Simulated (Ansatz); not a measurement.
# AlAu2 under changes of volume

One of the cells (16.388 Å³/atom); the others are scaled copies at fixed shape and fractional positions:

```
Au Al
1.0
    -1.67151    1.67151    4.39908
     1.67151   -1.67151    4.39908
     1.67151    1.67151   -4.39908
Au Al
2 1
Direct
  0.34373 0.34373 0.00000
  0.65627 0.65627 0.00000
  0.00000 0.00000 0.00000
```

The cell comes from a database or a generator and needn't be the stable form of this composition.

```yaml
Program: Ansatz 0.2.0
Functional: LDA
Potentials_or_basis: all-electron LAPW, scalar-relativistic
Cutoff: 257 eV (chosen from the basis error)
Basis_error_allowed: 0.002 eV/atom
k_mesh: 11 × 11 × 11
Occupations: fermi-dirac, width 0.05 eV
Spin: no spin polarisation
```

| volume (Å³/atom) | energy over the lowest point (meV/atom) | pressure (GPa) | largest force (eV/Å) |
| --- | --- | --- | --- |
| 15.405 | 4.14 | 4.0 | 0.126 |
| 15.732 | 0.00 | 0.2 | 0.089 |
| 16.060 | ? | ? | ? |
| 16.388 | 12.55 | -6.0 | 0.024 |
| 16.716 | 27.48 | -8.5 | 0.005 |
| 17.043 | 47.20 | -10.7 | 0.031 |
| 17.371 | 71.08 | -12.6 | 0.056 |

Question: What does the run at 16.060 Å³/atom give?

Answer: Energy over the lowest point 3.11 meV/atom; pressure -3.1 GPa; largest force 0.055 eV/Å.

Worked out: A Birch-Murnaghan fit of order 3 (a polynomial in V^(-2/3)) to the other rows has its minimum at 15.75 Å³/atom with B0 = V·E''(V) = 169 GPa and B' = 5.6 at fixed shape and positions, which overstates the stiffness. It gives 3.10 meV/atom at 16.060 Å³/atom, against the run's 3.11, and -dE/dV = -3.1 GPa, against -3.1.

Energies are extrapolated to zero smearing.
